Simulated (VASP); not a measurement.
Set up this calculation in VASP 6.6.1, as the native input.

| Item | Value |
| --- | --- |
| Task | single point |
| Functional | PBE |
| Potentials or basis | VASP PAW PBE potentials, release 64 (Mg_GW, O_GW) |
| Cutoff | 450 eV |
| k mesh | 5 × 5 × 5 |
| Occupations | gaussian, width 0.02 eV |
| Spin | no spin polarisation |
| Further INCAR settings | ALGO = Fast; EDIFF = 1e-06 |

The structure of MgO lies in POSCAR:

```
MgO
1.0
    2.9380209034      0.0000000000      0.0000000000
   -1.4690104517      2.5444007392      0.0000000000
    0.0000000000      0.0000000000      2.6796800000
Mg O
1 1
Direct
    0.0000000000      0.0000000000      0.0000000000
    0.3333333333      0.6666666667      0.5000000000
```

Measurements of this composition are mostly on another form, of space group No. 225.

The input as run:

INCAR

```
PREC = Accurate ; ENCUT = 450
EDIFF = 1E-6 ; ISMEAR = 0
SIGMA = 0.02 ; LREAL = False
LASPH = True ; NELM = 80
ALGO = Fast ; ISIF = 2
LWAVE = False ; LCHARG = False
GGA = PE
```

KPOINTS

```
regular mesh
0
Gamma
  5 5 5
```

Potentials or basis: VASP PAW PBE potentials, release 64 (Mg_GW, O_GW).

The run is started by

```console
$ cat potpaw_PBE.64/Mg_GW/POTCAR potpaw_PBE.64/O_GW/POTCAR > POTCAR
$ mpirun -np 1 vasp_std > vasp.out
```

Results of the run:

The band gap on the k mesh is 3.01 eV, indirect (least direct gap 3.40 eV).

Caveat: the k mesh is coarse (spacing up to 0.49 Å⁻¹), so the values aren't converged; an odd mesh through Γ misses points on the zone boundary, where band edges often lie.

Run time: 4 s on 1 thread of Intel(R) Xeon(R) Platinum 8488C (Sapphire Rapids), with other jobs on the host, peak memory 0.12 GiB.
